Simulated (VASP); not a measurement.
# TiCo: intraband terms of a metal's spectrum

TiCo, Pm-3m (no. 221), 2 atoms in the cell. PBE, independent-particle dielectric function; PAW potentials Co, Ti_sv (PBE set).

## Input

INCAR.step1:
```
PREC = Accurate ; ENCUT = 320
ISMEAR = 1 ; SIGMA = 0.1
EDIFF = 1E-7 ; LASPH = True
KPAR = 4 ; LWAVE = False
LCHARG = True ; ISPIN = 2
MAGMOM = 2 1 ; LMAXMIX = 4
```

INCAR.step2:
```
PREC = Accurate ; ENCUT = 320
ISMEAR = 0 ; SIGMA = 0.3
EDIFF = 1E-6 ; LASPH = True
KPAR = 4 ; LWAVE = True
LCHARG = False ; ISPIN = 2
MAGMOM = 2 1 ; LMAXMIX = 4
ICHARG = 11 ; NBANDS = 28
NEDOS = 3000 ; OMEGAMAX = 30
CSHIFT = 0.1
```

INCAR.step3, as INCAR.step2 but for:
```
- LWAVE = True
+ LWAVE = False
+ LOPTICS = True
+ ALGO = None
+ NELM = 1
+ ISTART = 1
```

INCAR.step4, as INCAR.step3 but for:
```
+ WPLASMAI = 0.03
```

INCAR.step5 to INCAR.step6 change the same tag again: WPLASMAI = 0.1, 0.3.

INCAR.step7, as INCAR.step6 but for:
```
- WPLASMAI = 0.3
+ RTIME = 40
```

INCAR.step8, as INCAR.step7 but for:
```
- RTIME = 40
+ RTIME = 20
```

INCAR.step9, as INCAR.step8 but for:
```
- RTIME = 20
+ LNABLA = True
```

INCAR.step10, as INCAR.step9 but for:
```
- ISMEAR = 0
- LNABLA = True
+ ISMEAR = -5
```

KPOINTS.step1:
```
k-points
0
Gamma
  9 9 9
```

KPOINTS.step2:
```
k-points
0
Gamma
  14 14 14
```

POSCAR:
```
TiCo
1.0
    2.9861109900      0.0000000000      0.0000000000
    0.0000000000      2.9861109900      0.0000000000
    0.0000000000      0.0000000000      2.9861109900
Co Ti
1 1
Direct
    0.5000000000      0.5000000000      0.5000000000
    0.0000000000      0.0000000000      0.0000000000
```

Commands (each step's output is kept before the next begins):
```
cat potpaw_PBE.64/Co/POTCAR potpaw_PBE.64/Ti_sv/POTCAR > POTCAR
cp INCAR.step1 INCAR
cp KPOINTS.step1 KPOINTS
mpirun -np 4 vasp_std > vasp.out
cp INCAR.step2 INCAR
cp KPOINTS.step2 KPOINTS
mpirun -np 4 vasp_std > vasp.out
cp INCAR.step3 INCAR
mpirun -np 4 vasp_std > vasp.out
cp INCAR.step4 INCAR
mpirun -np 4 vasp_std > vasp.out
cp INCAR.step5 INCAR
mpirun -np 4 vasp_std > vasp.out
cp INCAR.step6 INCAR
mpirun -np 4 vasp_std > vasp.out
cp INCAR.step7 INCAR
mpirun -np 4 vasp_std > vasp.out
cp INCAR.step8 INCAR
mpirun -np 4 vasp_std > vasp.out
cp INCAR.step9 INCAR
mpirun -np 4 vasp_std > vasp.out
cp INCAR.step10 INCAR
mpirun -np 4 vasp_std > vasp.out
```

## Result

- Bands: 28

One ground state, settings moved in the last step alone:

| Settings | Plasma frequency (eV) | Im ε at 0.5 eV | Im ε at 1 eV | Im ε at 2 eV | Im ε at 4 eV | Time (s) |
|---|---|---|---|---|---|---|
| interband part alone | 4.95 | 35.6 | 22.2 | 23.1 | 18.0 | 12 |
| Drude term, WPLASMAI 0.03 | 4.95 | 41.4 | 22.9 | 23.2 | 18.0 | 12 |
| Drude term, WPLASMAI 0.1 | 4.95 | 54.4 | 24.6 | 23.4 | 18.0 | 12 |
| Drude term, WPLASMAI 0.3 | 4.95 | 78.9 | 29.0 | 24.0 | 18.1 | 11 |
| relaxation time RTIME 40 fs | 4.95 | 38.8 | 22.6 | 23.2 | 18.0 | 13 |
| relaxation time RTIME 20 fs | 4.95 | 42.0 | 23.0 | 23.2 | 18.0 | 11 |
| transversal form (LNABLA) | 4.51 | 22.3 | 14.7 | 13.5 | 12.0 | 11 |
| tetrahedron method | – | – | – | – | – | no result |

VASP 6.6.1 took 105 s on 4 cores (Intel Xeon Platinum 8259CL @ 2.50GHz (Skylake/Cascade Lake)), a shared host.
